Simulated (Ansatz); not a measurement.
The system is CdSe (Cadmoselite).

```
Cd Se
1.0
     4.30000    0.00000    0.00000
    -2.15000    3.72391    0.00000
     0.00000    0.00000    7.02000
Cd Se
2 2
Direct
  0.66667 0.33333 0.50000
  0.33333 0.66667 0.00000
  0.66667 0.33333 0.88500
  0.33333 0.66667 0.38500
```

```yaml
Program: Ansatz 0.2.0
Task: single point
Functional: PBE
Potentials_or_basis: Ansatz PAW
Cutoff: "420 eV (not typed: the program's choice for these potentials)"
k_mesh: 7 × 7 × 4
Occupations: fermi-dirac, width 0.05 eV
Spin: no spin polarisation
```

On this cell: pressure 3.0 GPa; largest force 0.282 eV/Å; band gap on the k mesh 0.70 eV, direct.

The same run follows on a disturbed copy (atoms moved at random, drawn with an rms of 0.05 Å):

```xyz
4
Lattice="4.3000 0.0000 0.0000 -2.1500 3.7239 0.0000 0.0000 0.0000 7.0200" Properties=species:S:1:pos:R:3 pbc="T T T"
Cd    2.1567    1.2342    3.5110
Cd   -0.0038    2.5320    0.0033
Se    2.1947    1.2194    6.1770
Se   -0.0167    2.4663    2.6964
```

**Question.** What changes?

**Answer.** The energy moves by +3.2 meV/atom; pressure 3.1 GPa; largest force 0.517 eV/Å; band gap on the k mesh 0.67 eV, direct.

Forces in eV/Å, atoms in the order of the input:
```
Cd  -0.133 -0.063  0.171
Cd   0.204 -0.404  0.250
Se  -0.231  0.408 -0.101
Se   0.160  0.059 -0.319
```

Stress tensor (GPa, compression positive):
```
 2.97  0.70  0.08
 0.70  4.10 -0.50
 0.08 -0.50  2.10
```

Caveats: odd divisions of the mesh miss points on the zone boundary, where band edges often lie, so the gap on the mesh can be too wide.

